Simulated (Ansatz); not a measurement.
W and the effect of the functional

The cell as given:

```cif
data_structure
_symmetry_space_group_name_H-M 'P 1'
_symmetry_Int_Tables_number 1
_cell_length_a 2.8709
_cell_length_b 2.8709
_cell_length_c 2.8709
_cell_angle_alpha 60.000
_cell_angle_beta 60.000
_cell_angle_gamma 60.000
_cell_volume 16.73
loop_
_atom_site_label
_atom_site_type_symbol
_atom_site_fract_x
_atom_site_fract_y
_atom_site_fract_z
_atom_site_occupancy
W1 W 0.00000 0.00000 0.00000 1
```

This isn't the form of W at room conditions, which is bcc.

Kept alike: task relaxation of cell and atoms; k mesh 11 × 11 × 11; occupations fermi-dirac, width 0.05 eV; no spin polarisation. Program: Ansatz, Ansatz PAW. Cutoffs run from 420 to 500 eV. The mesh is that of the run's cell of 1 atom. No spin-orbit coupling.

| functional | volume (Å³/atom) |
| --- | --- |
| BLYP | 17.027 |
| LDA | 15.719 |
| PBEsol | 15.998 |
| r2SCAN | 16.184 |

The relaxations keep at least the cell's symmetry (Fm-3m). For a metal such a mesh leaves the last digits unconverged. Relaxations stop with a little pressure left, so the last digits of a volume or edge aren't settled. All rows use potentials made for PBE.

The volume runs from 15.719 (LDA) to 17.027 Å³/atom (BLYP).
